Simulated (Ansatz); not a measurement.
Runs of Ansatz 0.2.0 on WC (Qusongite). The structure is hexagonal, space group P-6m2 (No. 187). The conventional cell has a = 2.907 Å, b = 2.907 Å, c = 2.837 Å, α = 90.00°, β = 90.00°, γ = 120.00°. W (site symmetry -6m2) has 6 C at 2.20 Å as nearest neighbours. C (site symmetry -6m2) is surrounded by 6 W at 2.20 Å. 

```csv
task,level,potentials or basis,spin,U,cell,cutoff (eV),points for each segment of the path,hubbard projectors,double counting,gap on the mesh (eV),pressure (GPa),V0 of scaled cells (Å³/atom),relaxed volume (Å³/atom),B0 (GPa)
equation of state,r2SCAN+rVV10,Ansatz PAW,off,-,as given,500,-,-,-,-,-,10.36,-,412
equation of state,BPBE,Ansatz PAW,off,-,as given,420,-,-,-,-,-,10.53,-,(b)
equation of state,revPBE,Ansatz PAW,off,-,as given,420,-,-,-,-,-,10.61,-,379
band structure,m-r2SCAN,Ansatz PAW,off,-,as given,500,14,-,-,none,1.4,-,-,-
equation of state,LDA,PseudoDojo LDA,off,-,as given,1116,-,-,-,-,-,(a),-,427
relaxation of cell and atoms,PBEsol+U,Ansatz PAW,off,W d U = 3.5 eV,relaxed,420,-,ortho-atomic (the default),fll (the default),-,0.0,-,10.30,-
relaxation of cell and atoms,PBEsol+D4,Ansatz PAW,off,-,relaxed,420,-,-,-,-,0.0,-,10.19,-
band structure,LDA,Ansatz PAW,"SOC, no magnetisation",-,as given,420,14,-,-,none,-10.2,-,-,-
equation of state,LDA,JTH PAW LDA,off,-,as given,1290,-,-,-,-,-,(c),-,427
relaxation of cell and atoms,BLYP+D4,Ansatz PAW,off,-,relaxed,420,-,-,-,-,0.0,-,10.49,-
```

Alike in all rows: k mesh 10 × 10 × 9; smearing fermi-dirac 0.05 eV.

Q: Fill in the values left out.

A: (a) 10.11; (b) 387; (c) 10.13.

Caveats: the cell was scaled at fixed shape and fractional positions, which overstates the stiffness of a crystal with free parameters, most of all of layers and chains (some runs); the PAW data sets come from PBE, with cores solved anew for the run's functional, which leaves a small shift of forces and pressure (some runs); the plane-wave basis is chosen anew once the cell has moved, so the energies of steps on either side of that aren't comparable (some runs); the potentials were made for another functional, which shifts forces and pressure (some runs); the PAW data sets were made with another functional, which shifts forces and pressure a little (some runs); spin-orbit coupling is left out, which moves the levels of the heavy elements (some runs); the U is typed as a test and isn't derived for this compound (some runs).

A k mesh can miss the band edges, and rows without SOC leave out spin-orbit coupling on W.

A gap of «none» marks a metal or a gap under the smearing width.

Runs at the PBE level aren't shown here.
